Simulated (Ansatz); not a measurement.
## AlNi₃: how the free axis answers a strain

AlNi₃, Pm-3m, a = 3.567 Å. The structure is a Materials Project entry; whether it is the stable form wasn't checked. Ansatz: PBE, PAW, 420 eV, Γ-centred 14×14×14 mesh on 4 atoms, Gaussian smearing 0.10 eV; collinear spin, largest moment 0.3 μB. Series: biaxial strain in the a-b plane, c and atoms relaxed; x is the strain in per cent. y is the change of c in per cent of 3.567 Å.

| x (%) | y (%) |
| --- | --- |
| -3.0 | 3.53 |
| -2.0 | 2.38 |
| -1.0 | ? |
| 0.0 | 0.00 |
| 1.0 | -1.23 |
| 2.0 | -2.53 |
| 3.0 | -3.93 |

Question: Fit y = c1 x + c2 x² to the other rows, say what c1 measures, and predict the missing y.

Answer: Least squares on the rows shown. y = −1.237 x − 0.02150 x². With no stress along c, c1 = −2C12/C11 = -1.237. At x = -1.0 the fit asked for gives 1.22 %. The run gave 1.20 %, so the fit is 0.02 % too high, within the rms miss on the fitted rows (0.02 %).